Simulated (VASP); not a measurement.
Set up this calculation in VASP 6.6.1, as the native input.

* Task: single point
* Functional: PBEsol
* Potentials or basis: VASP PAW PBE potentials, release 64 (Zn, S)
* Cutoff: 520 eV
* k mesh: 9 × 9 × 6
* Occupations: gaussian, width 0.05 eV
* Spin: no spin polarisation
* Dipole correction: no
* Further INCAR settings: ALGO = Normal; EDIFF = 1e-06; NBANDS = 26

The structure of ZnS lies in POSCAR:

```
ZnS
1.0
    4.0231463824      0.0000000000      0.0000000000
   -2.0115731912      3.4841469703      0.0000000000
    0.0000000000      0.0000000000      5.5938748836
Zn S
2 2
Direct
    0.3333333333      0.6666666667      0.0000000000
    0.6666666667      0.3333333333      0.5000000000
    0.3333333333      0.6666666667      0.3850000000
    0.6666666667      0.3333333333      0.8850000000
```

One way to write it, as run:

INCAR

```
SYSTEM = ZnS
  ALGO = Normal
  EDIFF = 1E-6
  ENCUT = 520
  GGA = PS
  ISIF = 2
  ISMEAR = 0
  LASPH = .TRUE.
  LCHARG = .FALSE.
  LREAL = .FALSE.
  LWAVE = .FALSE.
  NBANDS = 26
  NELM = 100
  PREC = Accurate
  SIGMA = 0.05
```

KPOINTS

```
k-points
0
G
  9 9 6
  0 0 0
```

Potentials or basis: VASP PAW PBE potentials, release 64 (Zn, S).

Run with:

```bash
$ cat potpaw_PBE.64/Zn/POTCAR potpaw_PBE.64/S/POTCAR > POTCAR
$ mpirun -np 1 vasp_std > vasp.out
```

It gave:

- Pressure: 1.3 GPa
- Largest force: 1.229 eV/Å
- Band gap on the k mesh: 1.69 eV, direct

Caveat: the PAW data sets were made with another functional, which shifts forces and pressure a little; an odd mesh through Γ misses points on the zone boundary, where band edges often lie.

It took 48 s on 1 thread of Intel(R) Xeon(R) 6975P-C (Granite Rapids) (shared host), peak memory 0.23 GiB.
